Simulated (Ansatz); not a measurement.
Consider the formal exchange of groups at the Si–O bond: `O[SiH](Cl)O[Si](O)(F)F` + `CCC=O` → `O=CC[SiH](O)Cl` + `CO[Si](O)(F)F`.

Calculated with Ansatz (gas phase, PBE0-D4/def2-TZVP geometries, no zero-point term in ΔE). CCSD(T)/CBS adds triple-zeta CCSD(T) − MP2 to the extrapolated MP2 energy (def2 sets, frozen cores). Functionals use def2-TZVPP. B3LYP here is the variant with VWN-RPA as its local correlation; programs differ in this. One conformer a species, not always the lowest.

(1) Is it downhill or uphill in electronic energy at CCSD(T)/CBS, and by how much? (Best estimate.)

(2) What do these levels give: r2SCAN-D4, B3LYP-D4, ωB97X-V, PBE, r2SCAN, PBE0, B3LYP, SCS-MP2/def2-TZVPP, CCSD/def2-TZVPP, CCSD(T)/def2-TZVPP, SCS-MP2/def2-QZVPP, MP2/CBS(def2)? (Best estimate.)

Largest T1 diagnostic among the species: 0.013.

## Answers

(1) Computed: Uphill: ΔE = +43.6 kcal/mol.

(2) Computed: r2SCAN-D4 42.1, B3LYP-D4 42.2, ωB97X-V 41.8, PBE 38.8, r2SCAN 42.0, PBE0 40.7, B3LYP 41.5, SCS-MP2/def2-TZVPP 43.8, CCSD/def2-TZVPP 43.7, CCSD(T)/def2-TZVPP 43.3, SCS-MP2/def2-QZVPP 44.1, MP2/CBS(def2) 44.4 kcal/mol.

From PBE to PBE0 (25 % exact exchange), in def2-TZVPP and without D4, ΔE moves by +1.9 kcal/mol. In def2-TZVPP, CCSD(T) changes the Hartree–Fock value by −1.9 kcal/mol (the triples alone add −0.5 kcal/mol) and MP2 by −1.0 kcal/mol.
